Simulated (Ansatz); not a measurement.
The system is SnO2 (Cassiterite).

```
Sn O
1.0
     4.73800    0.00000    0.00000
     0.00000    4.73800    0.00000
     0.00000    0.00000    3.18650
Sn O
2 4
Direct
  0.50000 0.50000 0.50000
  0.00000 0.00000 0.00000
  0.80710 0.19290 0.50000
  0.69290 0.69290 0.00000
  0.19290 0.80710 0.50000
  0.30710 0.30710 0.00000
```

Base run:

```yaml
Program: Ansatz 0.2.0
Functional: PBE
Potentials_or_basis: all-electron LAPW, scalar-relativistic
Cutoff: 412 eV
Density_cutoff: 1647 eV
Basis_error_allowed: 0.001 eV/atom
k_mesh: 6 × 6 × 8
Occupations: fermi-dirac, width 0.05 eV
Spin: no spin polarisation
```

Its results: band gap on the k mesh 1.29 eV, direct; pressure 11.0 GPa; largest force 0.273 eV/Å.

Q: The run is repeated on the same cell with these changes: functional from PBE to PBEsol. What comes out?

A: Band gap on the k mesh 1.19 eV, direct; pressure 4.7 GPa; largest force 0.208 eV/Å.

PBEsol binds more tightly than PBE, so the same cell stands under less pressure.

Caveats: spin-orbit coupling is left out, which moves the levels of the heavy elements.

A k mesh can miss the band edges.

Not every run made on this cell is shown here.
